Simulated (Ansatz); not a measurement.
Calculation for HfC (rocksalt type): DFT, PBE, all-electron LAPW, scalar-relativistic (Ansatz 0.2.0). This run: rocksalt relaxed under pressure.

The cell comes from a relaxation on PAW files under the same functional, begun from a prototype that needn't be the stable phase.

Command: `ansatz run input.yaml --threads 1 --pin off --max-ram 3584MiB --backend cpu --events-out ev --progress --plain --runs-dir out` It took 38 s on 1 thread of Intel(R) Xeon(R) 6975P-C (Granite Rapids) (shared host), peak memory 0.57 GiB.

```yaml
crystal:
  lattice:
    - [0.0, 2.325589359, 2.325589359]
    - [2.325589359, 0.0, 2.325589359]
    - [2.325589359, 2.325589359, 0.0]
  atoms:
    - { symbol: Hf, position: [0.0, 0.0, 0.0] }
    - { symbol: C, position: [0.5, 0.5, 0.5] }
kpoints:
  mp_grid: { grid: [15, 15, 15] }
scf:
  occupations: { method: fermi_dirac, width: 0.1 }
hamiltonian:
  xc: pbe
  pseudopotentials: { kind: all_electron, lapw: { basis_error: 0.0005 } }
output:
  forces: true
  stress: true
  eigenvalues: true
relax:
  f_tol: 0.005
  max_steps: 12
  cell: { p_target: 0.032, stress_tol: 0.03 }
```

Output:

```
The last accepted step is kept in <dir> (removed where the run ends without a failure and the disk answers)
LAPW: plane waves up to 9.587 Å⁻¹, error target 5.0e-4 eV per atom; small_component_spin mean_spin; C in spheres of 0.925 Å, 6 of its electrons in bands, Dirac shells []; Hf in spheres of 1.331 Å, 42 of its electrons in bands, Dirac shells [] (how accurate: hamiltonian.pseudopotentials.lapw.basis_error, Limitations)
Engine: ansatz 0.2.0
Pseudopotentials: kind: all_electron
Pseudopotential: Hf, LAPW, valence charge 42, lapw/all_electron/scalar/gaussian/Hf, Koelling and Harmon's equation, gaussian nucleus
Pseudopotential: C, LAPW, valence charge 6, lapw/all_electron/scalar/gaussian/C, Koelling and Harmon's equation, gaussian nucleus
Functional definition: PBE
  parameter kappa = 0.804
  parameter beta = 0.06672455060314922
  exchange = pbe_x(kappa = kappa, mu = beta*pi^2/3)
  correlation = pbe_c(beta = beta)
Crystal: 2 atoms, lattice volume = 25.155 Å³
Basis set: ecut = 350.21307663475864 eV, 339 PW (Γ), exchange–correlation at level 2
Bands: 29, of which v1, the nominal top of the filled ones, is band 24 counted from 1 (23 counted from 0)
Symmetry: 48 space group operations
Space group: Fm-3m (ITA 225), of the structure as read, at distance tolerance 2.9e-5 Å
k-points: 120 of 3375
Non-local potential: Hf, projectors of the file, none
Non-local potential: C, projectors of the file, none
Initial density: superposition of atomic densities (chi_scale 0.1, normalization cell, long waves kept (reshape's long-wave potential 0.00 eV rms))
Initial wavefunctions: plane waves of lowest kinetic energy (no species holds an atomic orbital)
Functional: x = pbe(κ = 0.804, μ = 0.2195149727645171), c = pbe(β = 0.06672455060314922)
iter 1 solved again at ethr=1.30e-2 eV; its pass at ethr=1.00e-1 eV (dr2=6.22e0 eV) is discarded
SCF iter   1: F=—  HF=-411290.938318 eV  |F-HF|=—  |Δ(HF+E_count)|=         —  Δρ=1.31e-1  dr2=6.22e0  ethr=1.30e-2  ⟨swp⟩=2.0  Hψ=21128  notcnv=0
preconditioner: auto → Kerker (q_TF=auto, 3.039 Å⁻¹)  [metal: Δε(μ)=0.189 eV  Ē_g=18.104 eV  σ=0.100 eV  W_gap=0.39  n_scr=14 (ndim 8)  ℏωp=39.2 eV  f_vac=0.000  D(μ)=0.09/eV (n_scr^D=0)]
iter 2 solved again at ethr=7.07e-4 eV; its pass at ethr=1.30e-2 eV (dr2=3.39e-1 eV) is discarded
SCF iter   2: F=—  HF=-411288.990784 eV  |F-HF|=—  |Δ(HF+E_count)|=    1.95e0  Δρ=3.25e-2  dr2=3.39e-1  ethr=7.07e-4  ⟨swp⟩=2.0  Hψ=17562  notcnv=0
SCF iter   3: F=—  HF=-411288.983170 eV  |F-HF|=—  |Δ(HF+E_count)|=         —  Δρ=2.83e-2  dr2=2.92e-1  ethr=7.07e-4  ⟨swp⟩=2.0  Hψ=9887  notcnv=0
the basis was enlarged: its passes take 298.6 KiB over the memory plan, 1 of 1 planned eigensolver slots
SCF iter   4: F=—  HF=-411288.982253 eV  |F-HF|=—  |Δ(HF+E_count)|=   9.18e-4  Δρ=1.29e-2  dr2=5.93e-2  ethr=6.09e-4  ⟨swp⟩=2.0  Hψ=9346  notcnv=0
SCF iter   5: F=—  HF=-411288.948219 eV  |F-HF|=—  |Δ(HF+E_count)|=   3.40e-2  Δρ=3.00e-3  dr2=1.74e-3  ethr=1.24e-4  ⟨swp⟩=3.0  Hψ=10484  notcnv=0
SCF iter   6: F=—  HF=-411288.949068 eV  |F-HF|=—  |Δ(HF+E_count)|=   8.49e-4  Δρ=1.08e-3  dr2=3.75e-4  ethr=3.62e-6  ⟨swp⟩=2.5  Hψ=10278  notcnv=0
SCF iter   7: F=—  HF=-411288.949026 eV  |F-HF|=—  |Δ(HF+E_count)|=   4.24e-5  Δρ=4.72e-4  dr2=7.28e-5  ethr=7.81e-7  ⟨swp⟩=2.0  Hψ=10216  notcnv=0
SCF iter   8: F=—  HF=-411288.949026 eV  |F-HF|=—  |Δ(HF+E_count)|=   3.72e-7  Δρ=1.25e-4  dr2=4.39e-6  ethr=1.52e-7  ⟨swp⟩=2.0  Hψ=10213  notcnv=0
SCF iter   9: F=—  HF=-411288.949025 eV  |F-HF|=—  |Δ(HF+E_count)|=   1.30e-6  Δρ=4.92e-5  dr2=6.98e-7  ethr=9.15e-9  ⟨swp⟩=3.0  Hψ=10584  notcnv=0
SCF iter  10: F=-411288.949025 eV  HF=-411288.949025 eV  |F-HF|=1.11e-8  |Δ(HF+E_count)|=   1.88e-8  Δρ=1.23e-5  dr2=3.61e-8  ethr=1.45e-9  ⟨swp⟩=3.0  Hψ=10582  notcnv=0
SCF 1 converged in 10 iterations: F = -411288.949025 eV  dr2 = 3.61e-8
relax step   1: F+E_penalty+E_count = -411288.94902474 eV  Δ(F+E_penalty+E_count) = +0.000e0 eV  max|allowed force component| = 1.413e-30 eV/Å  Δτ_max = 0.0000 Å  P = +0.083 GPa  Ω = 25.155 Å³  (10 SCF iters, accepted)
Crystal: 2 atoms, lattice volume = 25.165 Å³
Basis set: ecut = 350.1244575471353 eV, 339 PW (Γ), exchange–correlation at level 2
Initial density: handed on by an earlier stage of this run
Initial wavefunctions: those handed on with the density
iter 1 solved again at ethr=1.47e-10 eV; its pass at ethr=1.00e-1 eV (dr2=7.08e-8 eV) is discarded
SCF iter   1: F=—  HF=-411288.949027 eV  |F-HF|=—  |Δ(HF+E_count)|=         —  Δρ=1.83e-5  dr2=8.10e-8  ethr=1.47e-10  ⟨swp⟩=4.9  Hψ=18746  notcnv=0
preconditioner: auto → Kerker (q_TF=auto, 3.038 Å⁻¹)  [metal: Δε(μ)=0.042 eV  Ē_g=18.932 eV  σ=0.100 eV  W_gap=0.10  n_scr=14 (ndim 8)  ℏωp=39.2 eV  f_vac=0.000  D(μ)=0.31/eV (n_scr^D=0)]
SCF iter   2: F=-411288.949027 eV  HF=-411288.949027 eV  |F-HF|=2.10e-8  |Δ(HF+E_count)|=   1.29e-7  Δρ=1.25e-5  dr2=4.06e-8  ethr=1.47e-10  ⟨swp⟩=3.0  Hψ=10524  notcnv=0
SCF 2 converged in 2 iterations: F = -411288.949027 eV  dr2 = 4.06e-8
relax step   2: F+E_penalty+E_count = -411288.94902698 eV  Δ(F+E_penalty+E_count) = -2.242e-6 eV  max|allowed force component| = 6.245e-31 eV/Å  Δτ_max = 0.0000 Å  P = -0.006 GPa  Ω = 25.165 Å³  (2 SCF iters, accepted)
Crystal: 2 atoms, lattice volume = 25.161 Å³
Basis set: ecut = 350.16254964966043 eV, 339 PW (Γ), exchange–correlation at level 2
iter 1 solved again at ethr=7.98e-11 eV; its pass at ethr=1.00e-1 eV (dr2=3.83e-8 eV) is discarded
SCF iter   1: F=—  HF=-411288.949027 eV  |F-HF|=—  |Δ(HF+E_count)|=         —  Δρ=9.15e-6  dr2=1.90e-8  ethr=7.98e-11  ⟨swp⟩=4.6  Hψ=18426  notcnv=0
preconditioner: auto → Kerker (q_TF=auto, 3.038 Å⁻¹)  [metal: Δε(μ)=0.042 eV  Ē_g=18.932 eV  σ=0.100 eV  W_gap=0.11  n_scr=14 (ndim 8)  ℏωp=39.2 eV  f_vac=0.000  D(μ)=0.31/eV (n_scr^D=0)]
SCF iter   2: F=-411288.949027 eV  HF=-411288.949027 eV  |F-HF|=1.92e-9  |Δ(HF+E_count)|=   1.60e-7  Δρ=6.61e-6  dr2=1.05e-8  ethr=3.96e-11  ⟨swp⟩=2.0  Hψ=10214  notcnv=0
SCF 3 converged in 2 iterations: F = -411288.949027 eV  dr2 = 1.05e-8
relax step   3: F+E_penalty+E_count = -411288.94902667 eV  Δ(F+E_penalty+E_count) = +3.050e-7 eV  max|allowed force component| = 9.532e-31 eV/Å  Δτ_max = 0.0000 Å  P = +0.032 GPa  Ω = 25.161 Å³  (2 SCF iters, accepted)
iter 1 solved again at ethr=2.13e-11 eV; its pass at ethr=1.00e-1 eV (dr2=1.02e-8 eV) is discarded
SCF iter   1: F=—  HF=-411288.949027 eV  |F-HF|=—  |Δ(HF+E_count)|=         —  Δρ=6.60e-6  dr2=1.02e-8  ethr=2.13e-11  ⟨swp⟩=3.0  Hψ=16503  notcnv=0
SCF iter   2: F=-411288.949027 eV  HF=-411288.949027 eV  |F-HF|=2.10e-9  |Δ(HF+E_count)|=   1.58e-7  Δρ=4.99e-6  dr2=5.95e-9  ethr=2.13e-11  ⟨swp⟩=3.0  Hψ=10474  notcnv=0
SCF 4 converged in 2 iterations: F = -411288.949027 eV  dr2 = 5.95e-9
relax step   4: F+E_penalty+E_count = -411288.94902667 eV  Δ(F+E_penalty+E_count) = +7.567e-10 eV  max|allowed force component| = 9.532e-31 eV/Å  Δτ_max = 0.0000 Å  P = +0.031 GPa  Ω = 25.161 Å³  stress off target by 7.20e-4 GPa  SCF on the basis re-selected at this cell (its energy is not comparable with the rows above)  (2 SCF iters)
basis re-selected at this cell: Δ(F+E_penalty+E_count) = +7.567e-10 eV, ΔP = -0.000 GPa vs the last step (what re-selecting the basis moved, after the strain that the cell walked since its last selection, with what the two solves' SCF thresholds leave and, on support functions, any second-order correction that the steps lacked; it is no measure of the basis error at this ecutwfc). This SCF's stress stands 7.20e-4 GPa from its target on what of the cell is left free (relax.cell.stress_tol is 3.00e-2 GPa) and its largest allowed force component is 9.53e-31 eV/Å (relax.f_tol is 5.00e-3 eV/Å): within both
SCF converged after 2 iterations
Free energy (F): -411288.949027 eV
Harris-Foulkes:  -411288.949027 eV  (|F-HF|=2.10e-9)
Internal energy: -411288.939091 eV  (E = F + TS)
E sigma→0 (E₀):  -411288.944059 eV
Entropy (-TS):   -0.009936 eV (-4.968 meV/atom)
Fermi energy:    20.452153 eV
--- Per-component energies (eV) ---
  E_band       = -4280.572299
  E_kinetic    = 457513.690540
  E_xc         = -8563.333405
  E_electrostatic = -860239.296225  (all electrons and nuclei)
  E_smearing   = -0.009936  (= −TS)
  E_closure    = 0.000000  (closes the sum)
  E_atoms      = -411270.553854  (free atoms, spherical and without spin; not in F)
  Σ components = -411288.949027   (vs F -411288.949027, Δ=0.00e0)
  Basis errors (estimates in eV, not in F): energy 1.9e-4 per atom: plane waves 1.7e-4 (9.8e-5 summed), levels above the bands 1.5e-32, relativity 2.6e-8, radial functions 1.9e-5, core shells 2.6e-7; eigenvalues (radial functions only) 1.1e-6; not estimated: angular momenta, meshes, grids; target (lapw.basis_error) 5.0e-4; muffin-tin radii C 0.925 Å, Hf 1.331 Å
--- Forces (eV/Å), atoms counted from 1 ---
  atom   1  Hf     0.00000000    -0.00000000     0.00000000
  atom   2  C      0.00000000     0.00000000    -0.00000000
  max |Σ_I F_I| component: 2.96e-30 eV/Å
--- Stress (GPa, compression-positive) ---
        0.031280      -0.000000      -0.000000
       -0.000000       0.031280      -0.000000
       -0.000000      -0.000000       0.031280
  P = ⅓ Tr σ = 0.0313 GPa (0.313 kbar)
--- Band table (eV; the first three rows and the last of 120) ---
  k-point 0: bands = ["-352.2036", "-352.2036", "-352.2036", "-244.0876", "-180.0758", "-180.0758", "-180.0758", "-180.0583", "-180.0583", "-40.6740", "-9.1267", "-9.1267", "-9.1267", "8.1328", "9.3597", "9.3682", "9.3682", "9.3682", "9.4486", "9.4486", "9.4486", "21.5041", "21.5041", "21.5041", "21.8196", "21.8196", "21.8196", "23.8164", "23.8164"]
  k-point 1: bands = ["-352.2036", "-352.2036", "-352.2036", "-244.0876", "-180.0758", "-180.0758", "-180.0758", "-180.0583", "-180.0583", "-40.6723", "-9.1578", "-9.1297", "-9.1297", "8.2412", "9.3613", "9.3708", "9.3708", "9.3709", "9.4461", "9.4461", "9.4487", "20.6671", "20.9235", "20.9235", "22.0670", "22.0670", "22.3767", "24.3782", "24.3782"]
  k-point 2: bands = ["-352.2036", "-352.2036", "-352.2036", "-244.0876", "-180.0758", "-180.0758", "-180.0758", "-180.0583", "-180.0583", "-40.6674", "-9.2447", "-9.1381", "-9.1381", "8.5500", "9.3659", "9.3782", "9.3782", "9.3850", "9.4394", "9.4394", "9.4490", "19.5254", "20.0573", "20.0573", "22.4394", "22.4394", "22.8147", "25.5454", "25.5454"]
  k-point 119: bands = ["-352.2036", "-352.2036", "-352.2036", "-244.0876", "-180.0758", "-180.0758", "-180.0758", "-180.0583", "-180.0583", "-40.6207", "-9.5559", "-9.5303", "-9.3602", "9.3470", "9.3900", "9.3973", "9.4000", "9.4166", "9.4243", "9.4252", "10.8588", "17.2467", "17.7126", "17.9290", "23.7570", "24.4542", "27.1414", "27.6277", "28.7118"]
--- Relaxed structure (3 steps of the walk, 3 accepted, 1 SCFs on fresh bases) ---
  F+E_penalty+E_count = -411288.94902667 eV   max|allowed force component| = 9.532e-31 eV/Å   (the final SCF, on the basis selected at the relaxed cell)
  cell:  # Å, volume = 25.1607 Å³
    - [-1.273843008223897e-34, 2.3257571393357894, 2.3257571393357894]
    - [2.3257571393357894, -3.0572232197373535e-34, 2.3257571393357894]
    - [2.3257571393357894, 2.3257571393357894, 7.643058049343386e-35]
  atoms:
    - { symbol: Hf, position: [-1.9375998866188083e-38, 2.5273041999131113e-38, 5.897043133049685e-38] }
    - { symbol: C, position: [0.5, 0.5, 0.5] }
```

Next run (CsCl relaxed under pressure), as changes to the input before:

```diff
   lattice:
-    - [0.0, 2.325589359, 2.325589359]
-    - [2.325589359, 0.0, 2.325589359]
-    - [2.325589359, 2.325589359, 0.0]
+    - [2.9016574817, 0.0, 0.0]
+    - [0.0, 2.9016574817, 0.0]
+    - [0.0, 0.0, 2.9016574817]
   atoms:
 kpoints:
-  mp_grid: { grid: [15, 15, 15] }
+  mp_grid: { grid: [13, 13, 13] }
 scf:
```

Results part of the output:

```
basis re-selected at this cell: Δ(F+E_penalty+E_count) = -7.730e-8 eV, ΔP = -0.002 GPa vs the last step (what re-selecting the basis moved, after the strain that the cell walked since its last selection, with what the two solves' SCF thresholds leave and, on support functions, any second-order correction that the steps lacked; it is no measure of the basis error at this ecutwfc). This SCF's stress stands 5.54e-4 GPa from its target on what of the cell is left free (relax.cell.stress_tol is 3.00e-2 GPa) and its largest allowed force component is 4.11e-31 eV/Å (relax.f_tol is 5.00e-3 eV/Å): within both
SCF converged after 3 iterations
Free energy (F): -411286.258378 eV
Harris-Foulkes:  -411286.258378 eV  (|F-HF|=5.82e-10)
Internal energy: -411286.193852 eV  (E = F + TS)
E sigma→0 (E₀):  -411286.226115 eV
Entropy (-TS):   -0.064526 eV (-32.263 meV/atom)
Fermi energy:    21.493324 eV
--- Per-component energies (eV) ---
  E_band       = -4251.055688
  E_kinetic    = 457510.629161
  E_xc         = -8562.578926
  E_electrostatic = -860234.244087  (all electrons and nuclei)
  E_smearing   = -0.064526  (= −TS)
  E_closure    = 0.000000  (closes the sum)
  E_atoms      = -411270.553854  (free atoms, spherical and without spin; not in F)
  Σ components = -411286.258378   (vs F -411286.258378, Δ=0.00e0)
  Basis errors (estimates in eV, not in F): energy 1.1e-4 per atom: plane waves 8.9e-5 (4.8e-5 summed), levels above the bands 3.9e-31, relativity 3.7e-8, radial functions 2.4e-5, core shells 4.5e-8; eigenvalues (radial functions only) 6.1e-7; not estimated: angular momenta, meshes, grids; target (lapw.basis_error) 5.0e-4; muffin-tin radii C 1.030 Å, Hf 1.408 Å
--- Forces (eV/Å), atoms counted from 1 ---
  atom   1  Hf     0.00000000    -0.00000000     0.00000000
  atom   2  C      0.00000000     0.00000000    -0.00000000
  max |Σ_I F_I| component: 7.56e-31 eV/Å
--- Stress (GPa, compression-positive) ---
        0.032554       0.000000       0.000000
        0.000000       0.032554       0.000000
        0.000000       0.000000       0.032554
  P = ⅓ Tr σ = 0.0326 GPa (0.326 kbar)
--- Band table (eV; the first three rows and the last of 84) ---
  k-point 0: bands = ["-351.6901", "-351.6901", "-351.6901", "-243.6968", "-179.5544", "-179.5544", "-179.5542", "-179.5542", "-179.5542", "-40.2066", "-8.4821", "-8.4821", "-8.4821", "8.7412", "9.9118", "9.9118", "9.9118", "9.9358", "9.9358", "9.9358", "9.9658", "19.5943", "19.5943", "22.5847", "22.5847", "22.5847", "27.6027", "27.6027", "27.6027"]
  k-point 1: bands = ["-351.6901", "-351.6901", "-351.6901", "-243.6968", "-179.5544", "-179.5544", "-179.5542", "-179.5542", "-179.5542", "-40.2029", "-8.5460", "-8.4764", "-8.4764", "8.8667", "9.9098", "9.9135", "9.9135", "9.9304", "9.9378", "9.9378", "9.9649", "19.5056", "19.6507", "22.4273", "22.4273", "22.5226", "27.6329", "27.7299", "27.7299"]
  k-point 2: bands = ["-351.6901", "-351.6901", "-351.6901", "-243.6968", "-179.5544", "-179.5544", "-179.5542", "-179.5542", "-179.5542", "-40.1928", "-8.7198", "-8.4604", "-8.4604", "9.2238", "9.9045", "9.9176", "9.9176", "9.9209", "9.9444", "9.9444", "9.9624", "19.0160", "19.8124", "22.0239", "22.0239", "22.7747", "27.7178", "28.0666", "28.0666"]
  k-point 83: bands = ["-351.6901", "-351.6901", "-351.6901", "-243.6968", "-179.5543", "-179.5543", "-179.5542", "-179.5542", "-179.5542", "-40.0217", "-9.1845", "-9.1815", "-9.1815", "9.7889", "9.9088", "9.9092", "9.9092", "9.9694", "9.9694", "9.9707", "13.9996", "16.0830", "16.0830", "16.5127", "29.0168", "29.0168", "29.0929", "30.7933", "30.7933"]
--- Relaxed structure (3 steps of the walk, 3 accepted, 1 SCFs on fresh bases) ---
  F+E_penalty+E_count = -411286.25837822 eV   max|allowed force component| = 4.109e-31 eV/Å   (the final SCF, on the basis selected at the relaxed cell)
  cell:  # Å, volume = 24.4443 Å³
    - [2.9021892136039638, 4.814824860968089e-35, -4.012354050806741e-36]
    - [4.814824860968089e-35, 2.9021892136039638, 0.0]
    - [8.024708101613482e-36, 0.0, 2.9021892136039638]
  atoms:
    - { symbol: Hf, position: [-7.860194504909105e-49, -2.700742267102681e-37, -2.5927125764185746e-37] }
    - { symbol: C, position: [0.5, 0.5, 0.5] }
```

Next run (WC relaxed under pressure), as changes to the input before:

```diff
   lattice:
-    - [2.9016574817, 0.0, 0.0]
-    - [0.0, 2.9016574817, 0.0]
-    - [0.0, 0.0, 2.9016574817]
+    - [3.2358678786, 0.0, 0.0]
+    - [-1.6179339393, 2.8023437861, 0.0]
+    - [0.0, 0.0, 2.9135019124]
   atoms:
-    - { symbol: C, position: [0.5, 0.5, 0.5] }
+    - { symbol: C, position: [0.3333333333, 0.6666666667, 0.5] }
 kpoints:
-  mp_grid: { grid: [13, 13, 13] }
+  mp_grid: { grid: [15, 15, 13] }
 scf:
```

Command: `ansatz run input.yaml --threads 1 --pin off --max-ram 3584MiB --backend cpu --events-out ev --progress --plain --runs-dir out` It took 86 s on 1 thread of Intel(R) Xeon(R) 6975P-C (Granite Rapids) (shared host), peak memory 0.65 GiB.

Results part of the output:

```
basis re-selected at this cell: Δ(F+E_penalty+E_count) = +4.913e-8 eV, ΔP = -0.004 GPa vs the last step (what re-selecting the basis moved, after the strain that the cell walked since its last selection, with what the two solves' SCF thresholds leave and, on support functions, any second-order correction that the steps lacked; it is no measure of the basis error at this ecutwfc). This SCF's stress stands 9.00e-3 GPa from its target on what of the cell is left free (relax.cell.stress_tol is 3.00e-2 GPa) and its largest allowed force component is 1.02e-16 eV/Å (relax.f_tol is 5.00e-3 eV/Å): within both
SCF converged after 2 iterations
Free energy (F): -411287.422966 eV
Harris-Foulkes:  -411287.422966 eV  (|F-HF|=5.70e-8)
Internal energy: -411287.410762 eV  (E = F + TS)
E sigma→0 (E₀):  -411287.416864 eV
Entropy (-TS):   -0.012205 eV (-6.102 meV/atom)
Fermi energy:    19.254293 eV
--- Per-component energies (eV) ---
  E_band       = -4336.516416
  E_kinetic    = 457512.192499
  E_xc         = -8562.676814
  E_electrostatic = -860236.926446  (all electrons and nuclei)
  E_smearing   = -0.012205  (= −TS)
  E_closure    = 0.000000  (closes the sum)
  E_atoms      = -411270.553854  (free atoms, spherical and without spin; not in F)
  Σ components = -411287.422966   (vs F -411287.422966, Δ=0.00e0)
  Basis errors (estimates in eV, not in F): energy 1.9e-4 per atom: plane waves 1.7e-4 (9.6e-5 summed), levels above the bands 3.1e-31, relativity 2.3e-8, radial functions 2.1e-5, core shells 1.6e-7; eigenvalues (radial functions only) 5.1e-7; not estimated: angular momenta, meshes, grids; target (lapw.basis_error) 5.0e-4; muffin-tin radii C 0.946 Å, Hf 1.352 Å
--- Forces (eV/Å), atoms counted from 1 ---
  atom   1  Hf     0.00000000    -0.00000000     0.00000000
  atom   2  C      0.00000000     0.00000000     0.00000000
  max |Σ_I F_I| component: 9.25e-17 eV/Å
--- Stress (GPa, compression-positive) ---
        0.023003       0.000000       0.000000
        0.000000       0.023003       0.000000
        0.000000       0.000000       0.034250
  P = ⅓ Tr σ = 0.0268 GPa (0.268 kbar)
--- Band table (eV; the first three rows and the last of 189) ---
  k-point 0: bands = ["-353.4937", "-353.4937", "-353.4309", "-245.0466", "-181.3724", "-181.3724", "-181.3166", "-181.3166", "-181.3106", "-41.9541", "-10.5012", "-10.5012", "-10.1127", "7.3021", "8.1310", "8.1315", "8.1556", "8.1556", "8.1599", "8.1599", "8.2001", "17.7065", "17.7065", "18.1290", "20.9345", "24.1817", "25.4906", "25.4906", "25.9919"]
  k-point 1: bands = ["-353.4937", "-353.4937", "-353.4309", "-245.0466", "-181.3724", "-181.3724", "-181.3166", "-181.3166", "-181.3106", "-41.9506", "-10.4955", "-10.4955", "-10.1741", "7.4180", "8.1310", "8.1439", "8.1556", "8.1556", "8.1612", "8.1612", "8.1960", "17.7724", "17.7724", "17.9928", "20.9665", "24.3462", "24.5535", "24.5535", "26.6871"]
  k-point 2: bands = ["-353.4937", "-353.4937", "-353.4309", "-245.0466", "-181.3724", "-181.3724", "-181.3166", "-181.3166", "-181.3106", "-41.9411", "-10.4796", "-10.4796", "-10.3410", "7.7125", "8.1312", "8.1501", "8.1501", "8.1629", "8.1703", "8.1703", "8.2416", "17.4481", "17.9607", "17.9607", "21.3468", "23.4250", "23.4250", "24.7497", "27.0176"]
  k-point 188: bands = ["-353.4937", "-353.4937", "-353.4309", "-245.0466", "-181.3724", "-181.3724", "-181.3166", "-181.3166", "-181.3106", "-41.8587", "-10.9388", "-10.7909", "-10.7526", "8.0472", "8.0708", "8.1112", "8.1483", "8.1494", "8.2032", "8.2033", "10.3766", "14.7316", "15.9985", "19.1002", "20.8867", "25.3914", "26.3079", "28.0742", "29.5720"]
--- Relaxed structure (3 steps of the walk, 3 accepted, 1 SCFs on fresh bases) ---
  F+E_penalty+E_count = -411287.42296627 eV   max|allowed force component| = 1.018e-16 eV/Å   (the final SCF, on the basis selected at the relaxed cell)
  cell:  # Å, volume = 26.4285 Å³
    - [3.2361810364324097, 3.476750728421841e-20, 0.0]
    - [-1.6180905182162049, 2.802614988795921, 0.0]
    - [0.0, 0.0, 2.91391336247031]
  atoms:
    - { symbol: Hf, position: [-3.0814879110195774e-33, -3.700743415524895e-17, 0.0] }
    - { symbol: C, position: [0.33333333333333337, 0.6666666666666667, 0.5] }
```

Spin–orbit coupling is left out, which matters for the heavy atoms.
